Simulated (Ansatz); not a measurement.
## MgO: clamped-ion strain scan

The calculation used DFT r2SCAN, scalar-relativistic, plane waves, PAW in Ansatz 0.2.0. Settings: plane waves to 500 eV, k-mesh 6×6×6 (Γ-centred), Gaussian smearing 0.05 eV. No spin polarisation. Energies are free energies at this smearing, counted from the undisturbed cell; pressure is positive in compression.

Reference structure (relaxed at this level; this form isn't the usual structure):

```
Mg O
1.0
     3.48410    0.00000    0.00000
    -1.74205    3.01732    0.00000
     0.00000    0.00000    4.18569
Mg O
2 2
Direct
  0.66667 0.33333 0.75000
  0.33333 0.66667 0.25000
  0.66667 0.33333 0.25000
  0.33333 0.66667 0.75000
```

The cell is strained by ε times the Voigt pattern (0, 0, 0, 0, 1, 0) (xx, yy, zz, yz, xz, xy; engineering shear) with fractional coordinates fixed.

```csv
ε,ΔE (meV/atom),"stress summed along the pattern (GPa, tension positive)",pressure (GPa)
-0.0400,6.7,-4.87,0.1
-0.0200,1.7,-2.44,0.0
0.0000,0.0,0.00,0.0
0.0050,0.1,0.61,0.0
0.0100,0.4,1.22,0.0
0.0150,0.9,1.83,0.0
0.0250,2.6,3.04,0.0
0.0300,3.8,3.65,0.1
0.0350,5.1,4.26,0.1
```

By symmetry 0.0400 repeats -0.0400, -0.0300 repeats 0.0300, 0.0200 repeats -0.0200, -0.0100 repeats 0.0100 in energy, with the opposite slope along the path.

Cost: 9 runs of about 1 core-minutes in all, on Arm Neoverse V2 (shared hosts).